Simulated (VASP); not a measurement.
Method: LDA (Ceperley-Alder, Perdew-Zunger), VASP's LDA PAW potentials (set 64) (plane waves; VASP 6.6.1).

The input files of a VASP run:

### INCAR
```
SYSTEM=BaF2
PREC=Accurate; ENCUT=520; LREAL=.FALSE.
LASPH=.TRUE.; ICHARG=11
EDIFF=1E-7; NELM=100; ALGO=Normal
LMAXMIX=4
ISMEAR=0; SIGMA=0.05
LWAVE=.FALSE.; LCHARG=.FALSE.; LORBIT=11
```

### KPOINTS
```
k-points along high-symmetry lines
15
Line-mode
Reciprocal
  0.000000   0.000000   0.000000 ! GAMMA
  0.500000   0.000000   0.500000 ! X

  0.500000   0.000000   0.500000 ! X
  0.625000   0.250000   0.625000 ! U

  0.375000   0.375000   0.750000 ! K
  0.000000   0.000000   0.000000 ! GAMMA

  0.000000   0.000000   0.000000 ! GAMMA
  0.500000   0.500000   0.500000 ! L

  0.500000   0.500000   0.500000 ! L
  0.500000   0.250000   0.750000 ! W

  0.500000   0.250000   0.750000 ! W
  0.500000   0.000000   0.500000 ! X
```

### POSCAR
```
BaF2
1
    0.0000000000     3.0455157985     3.0455157985
    3.0455157985     0.0000000000     3.0455157985
    3.0455157985     3.0455157985     0.0000000000
Ba F
1 2
Direct
  0.0000000000   0.0000000000   0.0000000000
  0.2500000000   0.2500000000   0.2500000000
  0.7500000000   0.7500000000   0.7500000000
```

POTCAR, in this order: Ba_sv F (LDA.64 set). Program: vasp_std. Read from the step before: CHGCAR.

The resulting files:

OSZICAR:
```
       N       E                     dE             d eps       ncg     rms          rms(c)
DAV:   1     0.147038173487E+03    0.14704E+03   -0.13252E+04  2880   0.141E+03
DAV:   2    -0.124668673274E+02   -0.15951E+03   -0.15533E+03  3952   0.280E+02
DAV:   3    -0.185345076319E+02   -0.60676E+01   -0.60618E+01  3840   0.629E+01
DAV:   4    -0.186441335935E+02   -0.10963E+00   -0.10962E+00  4056   0.673E+00
DAV:   5    -0.186463809937E+02   -0.22474E-02   -0.22474E-02  3848   0.639E-01
DAV:   6    -0.186464047484E+02   -0.23755E-04   -0.23755E-04  4008   0.560E-02
DAV:   7    -0.186464052385E+02   -0.49008E-06   -0.49009E-06  3808   0.517E-03
DAV:   8    -0.186464052623E+02   -0.23782E-07   -0.23765E-07  2936   0.742E-04
   1 F= -.18646405E+02 E0= -.18646405E+02  d E =-.547047E-21
```

File OUTCAR:
```
 val. band max:       -2.2211355866   @ k =   0.2411   0.2411   0.4821

 cond. band min:       4.3749452594   @ k =   0.0000   0.0000   0.0000



 k-point     1 :       0.0000    0.0000    0.0000
  band No.  band energies     occupation
      1     -25.0414      2.00000
      2     -20.8196      2.00000
      3     -20.7067      2.00000
      4      -9.8211      2.00000
      5      -9.8211      2.00000
      6      -9.8211      2.00000
      7      -3.9604      2.00000
      8      -3.9604      2.00000
      9      -3.9604      2.00000
     10      -2.3476      2.00000
     11      -2.3476      2.00000
     12      -2.3476      2.00000
     13       4.3749      0.00000
     14       7.0242      0.00000
     15       7.0242      0.00000
     16       9.5146      0.00000

 k-point     2 :       0.0357    0.0000    0.0357
  band No.  band energies     occupation
      1     -25.0370      2.00000
      2     -20.8216      2.00000
      3     -20.7126      2.00000
      4      -9.8284      2.00000
      5      -9.8284      2.00000
      6      -9.8185      2.00000
      7      -3.9484      2.00000
      8      -3.9484      2.00000
      9      -3.9440      2.00000
     10      -2.3734      2.00000
     11      -2.3448      2.00000
     12      -2.3448      2.00000
     13       4.4183      0.00000
     14       7.0061      0.00000
     15       7.0394      0.00000
     16       9.4868      0.00000

 k-point     3 :       0.0714    0.0000    0.0714
  band No.  band energies     occupation
      1     -25.0239      2.00000
      2     -20.8276      2.00000
      3     -20.7303      2.00000
      4      -9.8499      2.00000
      5      -9.8499      2.00000
      6      -9.8110      2.00000
      7      -3.9127      2.00000
      8      -3.9127      2.00000
      9      -3.8954      2.00000
     10      -2.4483      2.00000
     11      -2.3368      2.00000
     12      -2.3368      2.00000
     13       4.5453      0.00000
     14       6.9532      0.00000
...
```

The density is held fixed in this step, so its total energy and stress have no physical meaning. Unless said otherwise, spin-orbit coupling is left out, though it shifts the bands of the heavy elements here.

The compound is BaF2 in the fluorite structure. It was relaxed first, which changed the volume by -5 %.
